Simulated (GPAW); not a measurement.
The system is ZnSe (Stilleite).

```xyz
2
Lattice="0.0000 2.8338 2.8338 2.8338 0.0000 2.8338 2.8338 2.8338 0.0000" Properties=species:S:1:pos:R:3 pbc="T T T"
Se    4.2507    4.2507    4.2507
Zn    0.0000    0.0000    0.0000
```

Base run:

* Program: GPAW 26.7.0
* Functional: PBE
* Potentials or basis: GPAW PAW data sets (gpaw-data 1.2.1)
* Cutoff: 450 eV
* Basis: pw
* k mesh: 7 × 7 × 7
* Occupations: fermi-dirac, width 0.05 eV
* Spin: no spin polarisation

Its results: band gap on the k mesh 1.30 eV, direct; pressure 1.7 GPa.

Q: The run is repeated on the same cell with these changes: functional from PBE to LDA; potentials or basis from GPAW PAW data sets (gpaw-data 1.2.1) to the program's PAW data sets (release 1.2.1) made for this functional. What comes out?

A: Band gap on the k mesh 1.04 eV, direct; pressure -4.0 GPa.

Caveats: the cutoff is short for stress and forces, so pressures can be off by a GPa or more.

